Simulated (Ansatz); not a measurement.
Wurtzite InN was calculated with RPBE (plane waves, PAW; Ansatz, a first-principles code).

Settings: plane-wave cutoff 520 eV, 12×12×6 k mesh (along the axes of the cell as run), Fermi–Dirac smearing 0.01 eV, scalar-relativistic PAW data made under PBE.

Cell (relaxed at this level):

```
InN
1.0
    1.80530    -3.12688     0.00000
    1.80530     3.12688     0.00000
    0.00000     0.00000     5.83623
In N
2 2
Direct
  0.66667   0.33333   0.50010
  0.33333   0.66667   0.00010
  0.66667   0.33333   0.87890
  0.33333   0.66667   0.37890
```

**Question.** Estimate the bulk modulus B0 and pressure derivative B′ of the bulk modulus that the calculation returns.

**Answer.** 
* **bulk modulus B0**: 112 GPa
* **pressure derivative B′ of the bulk modulus**: 4.7

The run finds no gap.

Measured, for comparison: bulk modulus 126 GPa (room temperature, no zero-point or thermal correction; as tabulated in Phys. Rev. B 49, 14 (GaN and InN under pressure), abstract). Computed (rounded) less measured: bulk modulus -11 %.

Note: the gap of the solid is closed in this run; this level leaves the solid without a gap, although one is measured; the bulk modulus comes from volumes at which shape and atoms were relaxed.

Spin–orbit coupling is not included; it can open a gap where bands touch, and shift volumes and moduli.

Static lattice: no zero-point or thermal effects.
